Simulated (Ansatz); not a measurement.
# Indium, diamond under revPBE: from relaxation to bulk modulus, part 2 of 2

What does revPBE give for indium in the diamond structure? We relax it, solve it on a dense k-mesh, then scale the cell to 7 volumes from 88 to 112 % of the relaxed one and try a fit of the equation of state. Spin polarisation is left out. The k-meshes are 8×8×8 for the relaxation; 13×13×13 for the dense run; 9×9×9 for the volumes.

Ansatz 0.2.0; DFT, revPBE, plane waves (420 eV) with PAW, scalar-relativistic.

### Step 6. Volume × 0.96

This is In in the diamond structure; at room conditions it is tetragonal.

input.yaml

```yaml
crystal:
  lattice:
    - [0.0, 3.3670854454, 3.3670854454]
    - [3.3670854454, 0.0, 3.3670854454]
    - [3.3670854454, 3.3670854454, 0.0]
  atoms:
    - { symbol: In, position: [0.125, 0.125, 0.125] }
    - { symbol: In, position: [0.875, 0.875, 0.875] }
hamiltonian:
  xc: revpbe
  pseudopotentials:
    kind: paw
    azcp:
      In: "pseudopotentials/In.paw.azcp"
basis:
  ecutwfc: 420
  fft_grid_basis: typed
kpoints:
  mp_grid: { grid: [9, 9, 9], shift: [0, 0, 0] }
magnetization:
  spin_polarized: false
scf:
  occupations: { method: fermi_dirac, width: 0.1 }
  lower_state_search: "off"
output:
  stress: true
```

The program printed, cut to the lines that bear on the results:

```text
Warning: RAYON_NUM_THREADS=2 ignored (pool sized by the plan → 2); use --threads N
[...]
Pseudopotentials: kind: paw
Pseudopotential: In, paw, valence charge 13, recommended cutoff 420 eV (normal), <dir>
Functional definition: revPBE
[...]
Crystal: 2 atoms, lattice volume = 76.347 Å³
Basis set: ecut = 420 eV, 1459 PW (Γ)
Bands: 17, of which v1, the nominal top of the filled ones, is band 13 counted from 1 (12 counted from 0)
Symmetry: 48 space group operations
Space group: Fd-3m (ITA 227), of the structure as read, at distance tolerance 4.2e-5 Å
k-points: 35 of 729
[...]
SCF iter   1: F=—  HF=-11207.068828 eV  |F-HF|=—  |Δ(HF+E_count)|=         —  Δρ=2.34e-3  dr2=3.13e-3  ethr=1.77e-3  ⟨swp⟩=5.8  Hψ=3015  notcnv=0
[...]
SCF iter   6: F=-11207.067492 eV  HF=-11207.067492 eV  |F-HF|=2.63e-9  |Δ(HF+E_count)|=   2.46e-7  Δρ=2.42e-6  dr2=3.34e-9  ethr=3.85e-10  ⟨swp⟩=4.9  Hψ=2182  notcnv=0
[...]
SCF converged after 6 iterations
Free energy (F): -11207.067492 eV
[...]
E sigma→0 (E₀):  -11207.038529 eV
Entropy (-TS):   -0.057924 eV (-28.962 meV/atom)
Fermi energy:    5.588968 eV
[...]
--- Stress (GPa, compression-positive) ---
        0.863517       0.000000      -0.000000
       -0.000000       0.863517      -0.000000
       -0.000000      -0.000000       0.863517
  P = ⅓ Tr σ = 0.8635 GPa (8.635 kbar)
```

It took 1.3 s on 2 threads of an Arm CPU, shared host; peak memory 0.33 GiB.

### Step 7. Volume × 1.0

Changes to input.yaml since step 6:

```diff
@@ -2,5 +2,5 @@
   lattice:
-    - [0.0, 3.3670854454, 3.3670854454]
-    - [3.3670854454, 0.0, 3.3670854454]
-    - [3.3670854454, 3.3670854454, 0.0]
+    - [0.0, 3.4132156359, 3.4132156359]
+    - [3.4132156359, 0.0, 3.4132156359]
+    - [3.4132156359, 3.4132156359, 0.0]
   atoms:
```

The program printed, cut to the lines that bear on the results:

```text
Warning: RAYON_NUM_THREADS=2 ignored (pool sized by the plan → 2); use --threads N
[...]
[... 3 set-up lines as earlier in the session ...]
[...]
Crystal: 2 atoms, lattice volume = 79.528 Å³
Basis set: ecut = 420 eV, 1471 PW (Γ)
Bands: 17, of which v1, the nominal top of the filled ones, is band 13 counted from 1 (12 counted from 0)
[... 2 set-up lines as earlier in the session ...]
k-points: 35 of 729
[...]
SCF iter   1: F=—  HF=-11207.076585 eV  |F-HF|=—  |Δ(HF+E_count)|=         —  Δρ=2.20e-3  dr2=2.99e-3  ethr=1.77e-3  ⟨swp⟩=5.8  Hψ=2991  notcnv=0
[...]
SCF iter   6: F=-11207.075628 eV  HF=-11207.075628 eV  |F-HF|=2.77e-9  |Δ(HF+E_count)|=   4.64e-7  Δρ=3.20e-6  dr2=5.79e-9  ethr=3.85e-10  ⟨swp⟩=4.9  Hψ=2190  notcnv=0
[...]
SCF converged after 6 iterations
Free energy (F): -11207.075628 eV
[...]
E sigma→0 (E₀):  -11207.044971 eV
Entropy (-TS):   -0.061315 eV (-30.658 meV/atom)
Fermi energy:    5.231383 eV
[...]
--- Stress (GPa, compression-positive) ---
       -0.001145       0.000000      -0.000000
        0.000000      -0.001145       0.000000
       -0.000000       0.000000      -0.001145
  P = ⅓ Tr σ = -0.0011 GPa (-0.011 kbar)
```

Run time: 1.4 s. Hardware: 2 threads of an Arm CPU, shared host; peak memory 0.34 GiB.

### Step 8. Volume × 1.04

Changes to input.yaml since step 7:

```diff
@@ -2,5 +2,5 @@
   lattice:
-    - [0.0, 3.4132156359, 3.4132156359]
-    - [3.4132156359, 0.0, 3.4132156359]
-    - [3.4132156359, 3.4132156359, 0.0]
+    - [0.0, 3.4581315188, 3.4581315188]
+    - [3.4581315188, 0.0, 3.4581315188]
+    - [3.4581315188, 3.4581315188, 0.0]
   atoms:
```

The program printed, cut to the lines that bear on the results:

```text
Warning: RAYON_NUM_THREADS=2 ignored (pool sized by the plan → 2); use --threads N
[...]
[... 3 set-up lines as earlier in the session ...]
[...]
Crystal: 2 atoms, lattice volume = 82.709 Å³
Basis set: ecut = 420 eV, 1639 PW (Γ)
Bands: 17, of which v1, the nominal top of the filled ones, is band 13 counted from 1 (12 counted from 0)
[... 1 set-up line as earlier in the session ...]
Space group: Fd-3m (ITA 227), of the structure as read, at distance tolerance 4.4e-5 Å
k-points: 35 of 729
[...]
SCF iter   1: F=—  HF=-11207.069534 eV  |F-HF|=—  |Δ(HF+E_count)|=         —  Δρ=2.06e-3  dr2=2.83e-3  ethr=1.77e-3  ⟨swp⟩=5.9  Hψ=3012  notcnv=0
[...]
SCF iter   6: F=-11207.068955 eV  HF=-11207.068955 eV  |F-HF|=7.25e-9  |Δ(HF+E_count)|=   6.59e-7  Δρ=3.35e-6  dr2=7.08e-9  ethr=3.85e-10  ⟨swp⟩=4.9  Hψ=2198  notcnv=0
[...]
SCF converged after 6 iterations
Free energy (F): -11207.068955 eV
[...]
E sigma→0 (E₀):  -11207.036337 eV
Entropy (-TS):   -0.065235 eV (-32.618 meV/atom)
Fermi energy:    4.901924 eV
[...]
--- Stress (GPa, compression-positive) ---
       -0.633023      -0.000000       0.000000
       -0.000000      -0.633023      -0.000000
        0.000000       0.000000      -0.633023
  P = ⅓ Tr σ = -0.6330 GPa (-6.330 kbar)
```

It took 1.4 s on 2 threads of an Arm CPU, shared host; peak memory 0.34 GiB.

### Step 9. Volume × 1.08

Changes to input.yaml since step 8:

```diff
@@ -2,5 +2,5 @@
   lattice:
-    - [0.0, 3.4581315188, 3.4581315188]
-    - [3.4581315188, 0.0, 3.4581315188]
-    - [3.4581315188, 3.4581315188, 0.0]
+    - [0.0, 3.501909983, 3.501909983]
+    - [3.501909983, 0.0, 3.501909983]
+    - [3.501909983, 3.501909983, 0.0]
   atoms:
```

The program printed, cut to the lines that bear on the results:

```text
Warning: RAYON_NUM_THREADS=2 ignored (pool sized by the plan → 2); use --threads N
[...]
[... 3 set-up lines as earlier in the session ...]
[...]
Crystal: 2 atoms, lattice volume = 85.890 Å³
Basis set: ecut = 420 eV, 1687 PW (Γ)
Bands: 17, of which v1, the nominal top of the filled ones, is band 13 counted from 1 (12 counted from 0)
[... 2 set-up lines as earlier in the session ...]
k-points: 35 of 729
[...]
SCF iter   1: F=—  HF=-11207.052352 eV  |F-HF|=—  |Δ(HF+E_count)|=         —  Δρ=1.92e-3  dr2=2.65e-3  ethr=1.77e-3  ⟨swp⟩=5.9  Hψ=3016  notcnv=0
[...]
SCF iter   6: F=-11207.051904 eV  HF=-11207.051904 eV  |F-HF|=1.35e-8  |Δ(HF+E_count)|=   8.24e-7  Δρ=3.74e-6  dr2=9.75e-9  ethr=3.85e-10  ⟨swp⟩=4.9  Hψ=2201  notcnv=0
[...]
SCF converged after 6 iterations
Free energy (F): -11207.051904 eV
[...]
E sigma→0 (E₀):  -11207.017673 eV
Entropy (-TS):   -0.068463 eV (-34.231 meV/atom)
Fermi energy:    4.596895 eV
[...]
--- Stress (GPa, compression-positive) ---
       -1.056827       0.000000      -0.000000
        0.000000      -1.056827       0.000000
       -0.000000      -0.000000      -1.056827
  P = ⅓ Tr σ = -1.0568 GPa (-10.568 kbar)
```

Run time: 1.4 s. Hardware: 2 threads of an Arm CPU, shared host; peak memory 0.34 GiB.

### Step 10. Volume × 1.12

Changes to input.yaml since step 9:

```diff
@@ -2,5 +2,5 @@
   lattice:
-    - [0.0, 3.501909983, 3.501909983]
-    - [3.501909983, 0.0, 3.501909983]
-    - [3.501909983, 3.501909983, 0.0]
+    - [0.0, 3.5446204116, 3.5446204116]
+    - [3.5446204116, 0.0, 3.5446204116]
+    - [3.5446204116, 3.5446204116, 0.0]
   atoms:
```

The program printed, cut to the lines that bear on the results:

```text
Warning: RAYON_NUM_THREADS=2 ignored (pool sized by the plan → 2); use --threads N
[...]
[... 3 set-up lines as earlier in the session ...]
[...]
Crystal: 2 atoms, lattice volume = 89.072 Å³
Basis set: ecut = 420 eV, 1807 PW (Γ)
Bands: 17, of which v1, the nominal top of the filled ones, is band 13 counted from 1 (12 counted from 0)
[... 1 set-up line as earlier in the session ...]
Space group: Fd-3m (ITA 227), of the structure as read, at distance tolerance 4.5e-5 Å
k-points: 35 of 729
[...]
SCF iter   1: F=—  HF=-11207.028036 eV  |F-HF|=—  |Δ(HF+E_count)|=         —  Δρ=1.82e-3  dr2=2.52e-3  ethr=1.77e-3  ⟨swp⟩=5.9  Hψ=3023  notcnv=0
[...]
SCF iter   6: F=-11207.027677 eV  HF=-11207.027677 eV  |F-HF|=1.95e-8  |Δ(HF+E_count)|=   9.06e-7  Δρ=3.88e-6  dr2=1.11e-8  ethr=3.85e-10  ⟨swp⟩=5.0  Hψ=2199  notcnv=0
[...]
SCF converged after 6 iterations
Free energy (F): -11207.027677 eV
[...]
E sigma→0 (E₀):  -11206.992674 eV
Entropy (-TS):   -0.070005 eV (-35.003 meV/atom)
Fermi energy:    4.316061 eV
[...]
--- Stress (GPa, compression-positive) ---
       -1.376322      -0.000000      -0.000000
       -0.000000      -1.376322      -0.000000
       -0.000000      -0.000000      -1.376322
  P = ⅓ Tr σ = -1.3763 GPa (-13.763 kbar)
```

Run time: 1.5 s. Hardware: 2 threads of an Arm CPU, shared host; peak memory 0.34 GiB.

### Step 11. Energy and pressure against volume

All volumes keep the relaxed shape and fractional coordinates.

| V (Å³/atom) | E − E₀ (meV/atom) | P from the stress (GPa) | P from the fit (GPa) |
| --- | --- | --- | --- |
| 34.992 | 42.0 | 3.41 | 3.44 |
| 36.583 | 16.2 | 1.98 | 1.90 |
| 38.174 | 3.1 | 0.86 | 0.75 |
| 39.764 | -0.2 | 0.00 | -0.09 |
| 41.355 | 4.2 | -0.63 | -0.70 |
| 42.945 | 13.5 | -1.06 | -1.13 |
| 44.536 | 26.0 | -1.38 | -1.43 |

A third-order Birch-Murnaghan fit gives V₀ = 39.575 Å³/atom, B₀ = 18.4 GPa and B₀′ = 6.9; it misses no point by more than 0.23 meV/atom.

The fit is made to E(σ → 0), while the stress belongs to the free energy F; that is one source of the offset between the two pressures.

### Step 12. Outcome

This closing draws on all 2 parts.

| quantity | value |
| --- | --- |
| space group (spins left aside) | Fd-3m (No. 227) |
| conventional cell | a = 6.826 Å |
| volume | 39.764 Å³/atom |
| shortest distance | 2.956 Å |
| gap on the mesh | none (levels filled in part) |
| relative to body-centred tetragonal | +318 meV/atom |
| V₀, B₀, B₀′ | 39.575 Å³/atom, 18.4 GPa, 6.9 |

What this shows: From the guessed start the volume grew by 12.7 % in 5 steps. It lies 318 meV/atom above the element's reference form at the same level (body-centred tetragonal, from a run of its own). Levels at the Fermi energy are filled in part, as in a metal. The fitted modulus is 18.4 GPa, a soft solid. The symmetry was held, so the structure may be unstable against distortions that break it.
